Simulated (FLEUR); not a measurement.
Crystal: La2O3.

```
La O
1.0
     3.93078    0.00000    0.00000
    -1.96539    3.40415    0.00000
     0.00000    0.00000    6.11195
La O
2 3
Direct
  0.33333 0.66667 0.24624
  0.66667 0.33333 0.75376
  0.00000 0.00000 0.00000
  0.33333 0.66667 0.64589
  0.66667 0.33333 0.35411
```

The cell is a database's computed one.

Base run:

| Item | Value |
| --- | --- |
| Program | FLEUR MaX-R8.1 (later development tree) |
| Functional | LDA |
| Potentials or basis | all-electron |
| Basis | FLAPW |
| Kmax | 4.42 1/bohr |
| k mesh | 8 × 8 × 5 |
| Occupations | fermi-dirac, width 0.05 eV |
| Spin | no spin polarisation |

Its results: band gap on the k mesh 3.77 eV, indirect (least direct gap 3.92 eV).

Problem. The run is repeated on the same cell with these changes: functional from LDA to r2SCAN. What comes out?

Solution. Band gap on the k mesh 4.29 eV, indirect (least direct gap 4.43 eV).

r2SCAN gives the wider gap, since meta-GGAs in the generalised Kohn-Sham scheme recover part of the derivative discontinuity.

Caveats: spin-orbit coupling is left out, which moves the levels of the heavy elements; the meta-GGA is that of a development version, with a GGA for the radial functions and cores and without core tails (some runs).

A k mesh can miss the band edges.
